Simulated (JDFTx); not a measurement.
# GaSb (F-43m) in JDFTx: a series of runs, part 2 of 2

JDFTx 1.7.0 (patched build).

## 3. Single point, PBEsol

GaSb.in reads:

```
lattice \
    0.0000000000     5.7806722152     5.7806722152 \
    5.7806722152     0.0000000000     5.7806722152 \
    5.7806722152     5.7806722152     0.0000000000
coords-type Cartesian
ion Sb     8.6710083228     8.6710083228     8.6710083228 1
ion Ga     0.0000000000     0.0000000000     0.0000000000 1

ion-species pseudo/Sb.upf
ion-species pseudo/Ga.upf
elec-cutoff 40 320
elec-ex-corr gga-PBEsol
kpoint-folding 8 8 8
elec-smearing Fermi 0.0018374661
elec-n-bands 21
electronic-SCF nIterations 100 energyDiffThreshold 1e-09
electronic-minimize nIterations 30 energyDiffThreshold 1e-7
converge-empty-states yes
forces-output-coords Cartesian

dump-name run.$VAR
dump End Ecomponents EigStats BandEigs Kpoints Forces Stress ElecDensity
```

Potentials or basis: PseudoDojo-SR-PBEsol-0.4.1-standard with smoothed tails.

Launch:

```sh
$ jdftx -c 1 -i GaSb.in -o GaSb.out
```

The log of the run:

```text
*************** JDFTx 1.7.0 (patched build) ***************

Input parsed successfully to the following command list (including defaults):
[... the input with its defaults ...]

---------- Setting up symmetries ----------

Found 48 point-group symmetries of the bravais lattice
Found 24 space-group symmetries with basis
Applied RMS atom displacement 3.49684e-16 bohrs to make symmetries exact.

---------- Initializing the Grid ----------
R =
[            0      5.78067      5.78067  ]
[      5.78067            0      5.78067  ]
[      5.78067      5.78067            0  ]
unit cell volume = 386.336
G =
[  -0.543465   0.543465   0.543465  ]
[   0.543465  -0.543465   0.543465  ]
[   0.543465   0.543465  -0.543465  ]
Minimum fftbox size, Smin = [  68  68  68  ]
Chosen fftbox size, S = [  70  70  70  ]

---------- Initializing tighter grid for wavefunction operations ----------
R =
[            0      5.78067      5.78067  ]
[      5.78067            0      5.78067  ]
[      5.78067      5.78067            0  ]
unit cell volume = 386.336
G =
[  -0.543465   0.543465   0.543465  ]
[   0.543465  -0.543465   0.543465  ]
[   0.543465   0.543465  -0.543465  ]
Minimum fftbox size, Smin = [  48  48  48  ]
Chosen fftbox size, S = [  48  48  48  ]

---------- Exchange Correlation functional ----------
Initalized PBEsol GGA exchange.
[... 77 lines left out ...]
	FillingsUpdate:  mu: +0.302543453  nElectrons: 28.000000
SCF: Cycle:  7   F: -147.499844704616550   dF: -2.403e-08   |Residual|: 1.497e-05   |deigs|: 1.730e-04
	FillingsUpdate:  mu: +0.302541915  nElectrons: 28.000000
SCF: Cycle:  8   F: -147.499844712452983   dF: -7.836e-09   |Residual|: 1.036e-05   |deigs|: 1.661e-04
	FillingsUpdate:  mu: +0.302540542  nElectrons: 28.000000
SCF: Cycle:  9   F: -147.499844715615751   dF: -3.163e-09   |Residual|: 5.365e-06   |deigs|: 1.671e-04
	FillingsUpdate:  mu: +0.302541325  nElectrons: 28.000000
SCF: Cycle: 10   F: -147.499844716727864   dF: -1.112e-09   |Residual|: 4.281e-06   |deigs|: 3.630e-04
	FillingsUpdate:  mu: +0.302541376  nElectrons: 28.000000
SCF: Cycle: 11   F: -147.499844717310424   dF: -5.826e-10   |Residual|: 1.036e-06   |deigs|: 4.879e-05
	FillingsUpdate:  mu: +0.302541339  nElectrons: 28.000000
SCF: Cycle: 12   F: -147.499844717457563   dF: -1.471e-10   |Residual|: 4.176e-07   |deigs|: 1.325e-05
SCF: Converged (|Delta E|<1.000000e-09 for 2 iters).

Setting wave functions to eigenvectors of Hamiltonian
Converging empty states (this may take a while): |deigs|: 1.252e-04

# Stress tensor in Cartesian coordinates [Eh/a0^3]:
[  5.24703e-06            0            0  ]
[            0  5.24703e-06            0  ]
[            0            0  5.24703e-06  ]

# Ionic positions in cartesian coordinates:
ion Sb   8.671008322800001   8.671008322800001   8.671008322800001 1
ion Ga  -0.000000000000000   0.000000000000000   0.000000000000000 1

# Forces in Cartesian coordinates:
force Sb  -0.000000000000000  -0.000000000000000   0.000000000000000 1
force Ga   0.000000000000000   0.000000000000000  -0.000000000000000 1

# Energy components:
   Eewald =      -91.6498378830169855
       EH =       50.4208465328347657
     Eloc =     -141.2669258614398302
      Enl =      -57.1648036166779505
      Exc =      -43.2098737519065708
 Exc_core =       19.6433504222090392
       KE =      115.7274183635473008
-------------------------------------
     Etot =     -147.4998257944502029
       TS =        0.0000189230073740
-------------------------------------
        F =     -147.4998447174575631

IonicMinimize: Iter:   0  F: -147.499844717457563  |grad|_K:       -nan
IonicMinimize: None of the convergence criteria satisfied after 0 iterations.

#--- Lowdin population analysis ---
# oxidation-state Sb +0.295
# oxidation-state Ga -0.259

Dumping 'run.eigStats' ...
	eMin: -0.756346 at state 20 ( [ +0.000000 +0.500000 +0.500000 ] spin 0 )
	HOMO: +0.300641 at state 0 ( [ +0.000000 +0.000000 +0.000000 ] spin 0 )
	mu  : +0.302541
	LUMO: +0.313433 at state 4 ( [ +0.000000 +0.000000 +0.500000 ] spin 0 )
	eMax: +0.747475 at state 19 ( [ +0.000000 +0.375000 -0.375000 ] spin 0 )
	HOMO-LUMO gap: +0.012792
	Optical gap  : +0.045920 at state 1 ( [ +0.000000 +0.000000 +0.125000 ] spin 0 )
Done!
[note: the HOMO, LUMO and gaps printed at the end count levels as full or empty at half filling, so they show a gap where a level is partly filled]
```

It took 2.6 min on 1 thread of Intel Xeon Platinum 8375C at 2.90GHz (Ice Lake), shared host; peak memory 0.2 GiB.

Results:

* Free energy: -4013.6752 eV
* Pressure: -0.2 GPa
* Band gap on the k mesh: none (metal or under the smearing width)
* Loewdin charges: Sb +0.29; Ga -0.26 e

Levels at points of the mesh, in eV from the Fermi level:
| k point | band 10 | band 11 | band 12 | band 13 | band 14 | band 15 | band 16 | band 17 |
| --- | --- | --- | --- | --- | --- | --- | --- | --- |
| (0.00, 0.00, 0.00) | -15.01 | -11.56 | -0.08 | -0.05 | -0.05 | -0.05 | 2.73 | 2.73 |
| (0.00, 0.00, 0.50) | -15.01 | -9.93 | -6.43 | -1.20 | -1.20 | 0.30 | 3.68 | 3.68 |
| (0.00, 0.50, 0.50) | -15.01 | -9.11 | -6.86 | -2.63 | -2.63 | 0.80 | 1.12 | 8.66 |

Caveat: this crystal is a semiconductor, whose small gap the functional closes, so the metal is an error of the method. The run has no spin-orbit coupling, so splittings on Sb are missing.

## 4. Single point, r2SCAN

GaSb.in reads:

```
include GaSb.lattice
coords-type Lattice
include GaSb.ionpos

ion-species pseudo/Sb.upf
ion-species pseudo/Ga.upf
elec-cutoff 40 320
elec-ex-corr mgga-x-r2scan mgga-c-r2scan
kpoint-folding 3 3 3
elec-smearing Fermi 0.0018374661
elec-n-bands 21
electronic-SCF nIterations 100 energyDiffThreshold 1e-09
electronic-minimize nIterations 30 energyDiffThreshold 1e-7
converge-empty-states yes
forces-output-coords Cartesian

dump-name run.$VAR
dump End Ecomponents EigStats BandEigs Kpoints Forces Stress ElecDensity KEdensity
```

GaSb.lattice reads:

```
lattice \
    0.0000000000     5.7806722152     5.7806722152 \
    5.7806722152     0.0000000000     5.7806722152 \
    5.7806722152     5.7806722152     0.0000000000
```

GaSb.ionpos reads:

```
ion Sb     0.7500000000     0.7500000000     0.7500000000 1
ion Ga     0.0000000000     0.0000000000     0.0000000000 1
```

Potentials or basis: SG15-PBE-1.2 with smoothed tails.

Launch:

```sh
$ jdftx -c 1 -i GaSb.in -o GaSb.out
```

Run time: 7.2 min. Hardware: 1 thread of Intel Xeon Platinum 8375C at 2.90GHz (Ice Lake), shared host; peak memory 0.25 GiB.

These settings aren't checked as converged: the numbers below hold their error.

Results:

| Quantity | Value |
| --- | --- |
| Free energy | -3680.0029 eV |
| Pressure | 0.2 GPa |
| Band gap on the k mesh | none (metal or under the smearing width) |

Caveat: the k mesh is coarse (spacing up to 0.59 Å⁻¹), so the values aren't converged; the potentials were made for another functional, which shifts forces and pressure; this crystal is a semiconductor, whose small gap the functional closes, so the metal is an error of the method.

## 5. Single point, LDA

GaSb.in reads:

```
include GaSb.lattice
coords-type Lattice
include GaSb.ionpos

ion-species pseudo/Sb.upf
ion-species pseudo/Ga.upf
elec-cutoff 42 336
elec-ex-corr lda-PW
kpoint-folding 8 8 8
elec-smearing Fermi 0.0018374661
elec-n-bands 21
electronic-SCF nIterations 100 energyDiffThreshold 1e-09
electronic-minimize nIterations 30 energyDiffThreshold 1e-7
converge-empty-states yes
forces-output-coords Cartesian

dump-name run.$VAR
dump End Ecomponents EigStats BandEigs Kpoints Forces Stress ElecDensity
```

GaSb.lattice is that of step 4.

GaSb.ionpos is that of step 4.

Potentials or basis: PseudoDojo-SR-LDA-0.4.1-standard with smoothed tails.

Launch:

```sh
$ jdftx -c 1 -i GaSb.in -o GaSb.out
```

The log of the run:

```text
*************** JDFTx 1.7.0 (patched build) ***************

Input parsed successfully to the following command list (including defaults):
[... the input with its defaults ...]

---------- Setting up symmetries ----------

Found 48 point-group symmetries of the bravais lattice
Found 24 space-group symmetries with basis
Applied RMS atom displacement 0 bohrs to make symmetries exact.

---------- Initializing the Grid ----------
R =
[            0      5.78067      5.78067  ]
[      5.78067            0      5.78067  ]
[      5.78067      5.78067            0  ]
unit cell volume = 386.336
G =
[  -0.543465   0.543465   0.543465  ]
[   0.543465  -0.543465   0.543465  ]
[   0.543465   0.543465  -0.543465  ]
Minimum fftbox size, Smin = [  68  68  68  ]
Chosen fftbox size, S = [  70  70  70  ]

---------- Initializing tighter grid for wavefunction operations ----------
R =
[            0      5.78067      5.78067  ]
[      5.78067            0      5.78067  ]
[      5.78067      5.78067            0  ]
[... 112 lines left out ...]
[            0  6.02247e-05            0  ]
[            0            0  6.02247e-05  ]

# Ionic positions in lattice coordinates:
ion Sb   0.750000000000000   0.750000000000000   0.750000000000000 1
ion Ga   0.000000000000000   0.000000000000000   0.000000000000000 1

# Forces in Cartesian coordinates:
force Sb   0.000000000000000   0.000000000000000   0.000000000000000 1
force Ga   0.000000000000000  -0.000000000000000  -0.000000000000000 1

# Energy components:
   Eewald =      -91.6498378830169855
       EH =       50.4405376216712114
     Eloc =     -141.1305363668371626
      Enl =      -57.3245040298890629
      Exc =      -42.9592887766559244
 Exc_core =       19.3312789837614929
       KE =      115.5113243580574789
-------------------------------------
     Etot =     -147.7810260929089168
       TS =        0.0000187833917405
-------------------------------------
        F =     -147.7810448763006548

IonicMinimize: Iter:   0  F: -147.781044876300655  |grad|_K:  2.337e-36
IonicMinimize: Converged (|grad|_K<1.000000e-04).

#--- Lowdin population analysis ---
# oxidation-state Sb +0.301
# oxidation-state Ga -0.264

Dumping 'run.eigStats' ...
	eMin: -0.761322 at state 20 ( [ +0.000000 +0.500000 +0.500000 ] spin 0 )
	HOMO: +0.293945 at state 0 ( [ +0.000000 +0.000000 +0.000000 ] spin 0 )
	mu  : +0.295339
	LUMO: +0.304431 at state 4 ( [ +0.000000 +0.000000 +0.500000 ] spin 0 )
	eMax: +0.738463 at state 19 ( [ +0.000000 +0.375000 -0.375000 ] spin 0 )
	HOMO-LUMO gap: +0.010486
	Optical gap  : +0.043040 at state 1 ( [ +0.000000 +0.000000 +0.125000 ] spin 0 )
WARNING: the last solve of the electrons (or of bands or displaced states from it) ended unconverged.
Done!
[note: the HOMO, LUMO and gaps printed at the end count levels as full or empty at half filling, so they show a gap where a level is partly filled]
```

Wall time 3 min (1 thread of Arm Neoverse V1, shared host); peak memory 0.19 GiB.

Results:

- Free energy: -4021.3271 eV
- Pressure: -1.8 GPa
- Band gap on the k mesh: none (metal or under the smearing width)
- Loewdin charges: Sb +0.30; Ga -0.26 e

Caveat: the empty levels aren't tightly converged; this crystal is a semiconductor, whose small gap the functional closes, so the metal is an error of the method.

## 6. For comparison

An earlier run on the cell as given: functional PBEsol; potentials or basis PseudoDojo-SR-PBEsol-0.4.1-standard with smoothed tails; cutoff 1088 eV; density cutoff 8708 eV; k mesh 8 × 8 × 8; occupations fermi-dirac, width 0.05 eV; no spin polarisation.

- Pressure: -0.2 GPa
- Band gap on the k mesh: none (metal or under the smearing width)
- Loewdin charges: Sb +0.29; Ga -0.26 e

## 7. Comparison with measurements

Step 2. A measured gap of GaSb is 0.811 eV (direct; 4.2 K; a printed reference work, data compilation); the calculated 0.00 eV misses it by -0.81 eV. Spin-orbit coupling on Ga, Sb is left out. The value is that of LDA on a finite k mesh, which can miss the band edges, without temperature or zero-point motion. Semilocal functionals fall short of measured gaps as a rule.

Step 3. Measured gap of GaSb: 0.811 eV (direct; 4.2 K; a printed reference work, data compilation). This calculation gives 0.00 eV (-0.81 eV). Spin-orbit coupling on Ga, Sb is left out. The value is that of PBEsol on a finite k mesh, which can miss the band edges, without temperature or zero-point motion. Semilocal functionals fall short of measured gaps as a rule.

Step 5. A measured gap of GaSb is 0.811 eV (direct; 4.2 K; a printed reference work, data compilation); the calculated 0.00 eV misses it by -0.81 eV. Spin-orbit coupling on Ga, Sb is left out. The value is that of LDA on a finite k mesh, which can miss the band edges, without temperature or zero-point motion. Semilocal functionals fall short of measured gaps as a rule.
